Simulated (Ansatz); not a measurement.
# TaN: the cost of one run

Method: DFT PBE+D3(BJ), scalar-relativistic, plane waves, PAW, in Ansatz 0.2.0.

2 further runs of the same task are left out: 1 that didn't finish, 1 set aside as unsound or not needed.

**1. Starting point**

The structure is hexagonal, space group P6/mmm (No. 191). The conventional cell has a = 5.185 Å, b = 5.185 Å, c = 2.908 Å, α = 90.00°, β = 90.00°, γ = 120.00°. Ta (site symmetry 6/mmm) has 6 N at 2.59 Å and 2 Ta at 2.91 Å in its first shell of neighbours. Ta (site symmetry -6m2) has 6 N at 2.09 Å in its first shell of neighbours. Around N (site symmetry mmm) lie 6 Ta at 2.09 to 2.59 Å.

Structure file:

```
CELL_PARAMETERS angstrom
5.18500 0.00000 0.00000
-2.59250 4.49034 0.00000
0.00000 0.00000 2.90800
ATOMIC_POSITIONS crystal
Ta 0.00000 0.00000 0.00000
Ta 0.33333 0.66667 0.50000
Ta 0.66667 0.33333 0.50000
N 0.50000 0.00000 0.00000
N 0.50000 0.50000 0.00000
N 0.00000 0.50000 0.00000
```

The structure comes from the Crystallography Open Database.

(A quick probe on a coarse mesh, which set the mesh and smearing, is not shown.)

**3. The relaxation**

input.yaml reads:

```yaml
crystal:
  lattice:
    - [5.1849992558, 0.0, 0.0]
    - [-2.5924996279, 4.4903410741, 0.0]
    - [0.0, 0.0, 2.908]
  atoms:
    - { symbol: Ta, position: [0.0, 0.0, 0.0] }
    - { symbol: Ta, position: [0.3333333333, 0.6666666667, 0.5] }
    - { symbol: Ta, position: [0.6666666667, 0.3333333333, 0.5] }
    - { symbol: "N", position: [0.5, 0.0, 0.0] }
    - { symbol: "N", position: [0.5, 0.5, 0.0] }
    - { symbol: "N", position: [0.0, 0.5, 0.0] }
basis:
  ecutwfc: 420
kpoints:
  mp_grid: { grid: [12, 12, 12] }
hamiltonian:
  xc: pbe
  dispersion: d3bj
scf:
  occupations: { method: gaussian, width: 0.1 }
output:
  forces: true
  stress: true
  eigenvalues: true
relax:
  adjacent_minimum: "off"
  f_tol: 0.005
  max_steps: 80
  cell: { stress_tol: 0.05 }
```

On the command line:

```console
$ ansatz run input.yaml --threads 2 --pin off --max-ram 5120MiB --backend cpu --events-out ev --progress --plain --runs-dir out
```

Q: Estimate wall time and peak memory on 2 threads of Intel Xeon at 2.50GHz (Skylake/Cascade Lake), shared host.

About 1.9 min, with a peak of 0.55 GiB.
